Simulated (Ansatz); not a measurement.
# Ti: an energy map of one atom

Aim: for Ti, map the energy of atom 1 (Ti) over a plane.

Computed with Ansatz 0.2.0 (DFT r2SCAN, scalar-relativistic, plane waves, PAW, unless a step's input says otherwise).

1 further run of the same task is left out (set aside as unsound or not needed).

## (1) The starting structure

The structure is hexagonal, space group P6/mmm (No. 191). The conventional cell has a = 4.568 Å, b = 4.568 Å, c = 2.825 Å, α = 90.00°, β = 90.00°, γ = 120.00°. Ti (site symmetry 6/mmm) is surrounded by 14 Ti at 2.82 to 2.99 Å. Ti (site symmetry -6m2) has 11 Ti at 2.64 to 2.99 Å as nearest neighbours.

As a file:

```cif
data_structure
_symmetry_space_group_name_H-M 'P 1'
_symmetry_Int_Tables_number 1
_cell_length_a 4.5680
_cell_length_b 4.5680
_cell_length_c 2.8246
_cell_angle_alpha 90.000
_cell_angle_beta 90.000
_cell_angle_gamma 120.000
_cell_volume 51.04
loop_
_atom_site_label
_atom_site_type_symbol
_atom_site_fract_x
_atom_site_fract_y
_atom_site_fract_z
_atom_site_occupancy
Ti1 Ti 0.00000 0.00000 0.00000 1
Ti2 Ti 0.33333 0.66667 0.50000 1
Ti3 Ti 0.66667 0.33333 0.50000 1
```

It goes back to an entry of the Materials Project, which need not be the stable form.

It is the result of an earlier relaxation at this level (volume 17.01 Å³/atom; gap on the mesh: none (metal)).

## (2) Zero of energy

Reference values: F = -7513.1722 eV; pressure -0.01 GPa; largest force 0.000 eV/Å; gap on the mesh none (metal). It was computed beforehand with the settings of the runs below.

## (3) Setting up an energy map of one atom

Atom 1 (Ti) is moved by p along (1.000, 0.000, 0.000) and q along (0.000, 1.000, 0.000) (Å), all else fixed; its images in the other cells move with it. Points alike by symmetry are run once.

## (4) Point p = -0.200, q = -0.200

input.yaml

```yaml
crystal:
  lattice:
    - [4.5680217062, 0.0, 0.0]
    - [-2.2840108531, 3.9560228426, 0.0]
    - [0.0, 0.0, 2.8245629368]
  atoms:
    - { symbol: Ti, position: [-0.0690605418, -0.0505558254, 0.0] }
    - { symbol: Ti, position: [0.3333333333, 0.6666666667, 0.5] }
    - { symbol: Ti, position: [0.6666666667, 0.3333333333, 0.5] }
basis:
  ecutwfc: 500
kpoints:
  mp_grid: { grid: [12, 12, 16] }
hamiltonian:
  xc: r2scan
scf:
  occupations: { method: gaussian, width: 0.15 }
output:
  forces: true
  stress: true
  eigenvalues: true
```

The run is started by

```sh
$ ansatz run input.yaml --threads 2 --pin off --max-ram 5120MiB --backend cpu --events-out ev --progress --plain --runs-dir out
```

## (5) p = -0.200, q = 0.000

Changes to input.yaml since step 4:

```diff
@@ -6,3 +6,3 @@
   atoms:
-    - { symbol: Ti, position: [-0.0690605418, -0.0505558254, 0.0] }
+    - { symbol: Ti, position: [-0.0437826291, 0.0, 0.0] }
     - { symbol: Ti, position: [0.3333333333, 0.6666666667, 0.5] }
```

## (6) p = 0.000, q = -0.200

Changes to input.yaml since step 5:

```diff
@@ -6,3 +6,3 @@
   atoms:
-    - { symbol: Ti, position: [-0.0437826291, 0.0, 0.0] }
+    - { symbol: Ti, position: [-0.0252779127, -0.0505558254, 0.0] }
     - { symbol: Ti, position: [0.3333333333, 0.6666666667, 0.5] }
@@ -21 +21,5 @@
   eigenvalues: true
+  write_density: true
+  write_potential: true
+  elf: true
+  volumetric_format: npy
```

## (7) p = -0.200, q = -0.100

Changes to input.yaml since step 6:

```diff
@@ -6,3 +6,3 @@
   atoms:
-    - { symbol: Ti, position: [-0.0252779127, -0.0505558254, 0.0] }
+    - { symbol: Ti, position: [-0.0564215854, -0.0252779127, 0.0] }
     - { symbol: Ti, position: [0.3333333333, 0.6666666667, 0.5] }
@@ -21,5 +21 @@
   eigenvalues: true
-  write_density: true
-  write_potential: true
-  elf: true
-  volumetric_format: npy
```

## (8) p = -0.100, q = -0.200

Changes to input.yaml since step 7:

```diff
@@ -6,3 +6,3 @@
   atoms:
-    - { symbol: Ti, position: [-0.0564215854, -0.0252779127, 0.0] }
+    - { symbol: Ti, position: [-0.0471692272, -0.0505558254, 0.0] }
     - { symbol: Ti, position: [0.3333333333, 0.6666666667, 0.5] }
```

## (9) At p = -0.100, q = 0.000

Changes to input.yaml since step 8:

```diff
@@ -6,3 +6,3 @@
   atoms:
-    - { symbol: Ti, position: [-0.0471692272, -0.0505558254, 0.0] }
+    - { symbol: Ti, position: [-0.0218913145, 0.0, 0.0] }
     - { symbol: Ti, position: [0.3333333333, 0.6666666667, 0.5] }
@@ -21 +21,5 @@
   eigenvalues: true
+  write_density: true
+  write_potential: true
+  elf: true
+  volumetric_format: npy
```

## (10) p = 0.000, q = -0.100

Changes to input.yaml since step 9:

```diff
@@ -6,3 +6,3 @@
   atoms:
-    - { symbol: Ti, position: [-0.0218913145, 0.0, 0.0] }
+    - { symbol: Ti, position: [-0.0126389563, -0.0252779127, 0.0] }
     - { symbol: Ti, position: [0.3333333333, 0.6666666667, 0.5] }
```

## (11) At p = -0.100, q = -0.100

Changes to input.yaml since step 10:

```diff
@@ -6,3 +6,3 @@
   atoms:
-    - { symbol: Ti, position: [-0.0126389563, -0.0252779127, 0.0] }
+    - { symbol: Ti, position: [-0.0345302709, -0.0252779127, 0.0] }
     - { symbol: Ti, position: [0.3333333333, 0.6666666667, 0.5] }
```

(Steps that only read results are left out.)

**Question.** What will these runs give? Wanted: highest point; lowest point away from the origin.

The runs gave:

```
                         quantity                                       value
                    highest point  0.162 eV/cell at (p, q) = (-0.200, -0.200)
lowest point away from the origin            0.015 eV/cell at (-0.100, 0.000)
```

In words: The undisturbed cell is the lowest computed point. Read as harmonic, the points at ±0.100 Å give force constants of 3.06 eV/Å² along p and 3.07 eV/Å² along q, so the site is nearly isotropic in this plane.
